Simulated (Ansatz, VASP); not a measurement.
**One calculation of Ta, two programs**

```
Ta
1.0
    -1.65128    1.65128    1.65128
     1.65128   -1.65128    1.65128
     1.65128    1.65128   -1.65128
Ta
1
Cartesian
  0.0000 0.0000 0.0000
```

Alike in both runs: task relaxation of cell and atoms; functional RPBE; k mesh 11 × 11 × 11; occupations fermi-dirac, width 0.05 eV; no spin polarisation.

|  | VASP | Ansatz |
| --- | --- | --- |
| version | VASP 6.6.1 | Ansatz 0.2.0 |
| potentials or method | VASP PAW PBE potentials, release 64 (Ta_pv) | Ansatz PAW |
| plane-wave cutoff (eV) | 600 | 420 |
| valence electrons in the cell | 11 | 13 |

|  | VASP | Ansatz | Ansatz less VASP |
| --- | --- | --- | --- |
| relaxed volume (Å³/atom) | 18.59 | 18.58 | -0.010 |
| relaxed cell length with the largest relative difference (Å) | 2.890 | 2.890 | -0.0005 |
| energy change over the relaxation (meV/atom) | -11 | -11 | +0.3 |

The two sets of potentials don't hold the same shells in valence.

Caveats: the PAW data sets were made with another functional, which shifts forces and pressure a little (VASP); the plane-wave basis is chosen anew once the cell has moved, so the energies of steps on either side of that aren't comparable (Ansatz); the PAW data sets come from PBE, with cores solved anew for the run's functional, which leaves a small shift of forces and pressure (Ansatz). Zero-point motion and thermal expansion aren't in these numbers. Spin-orbit coupling is left out, which matters for the levels of Ta.
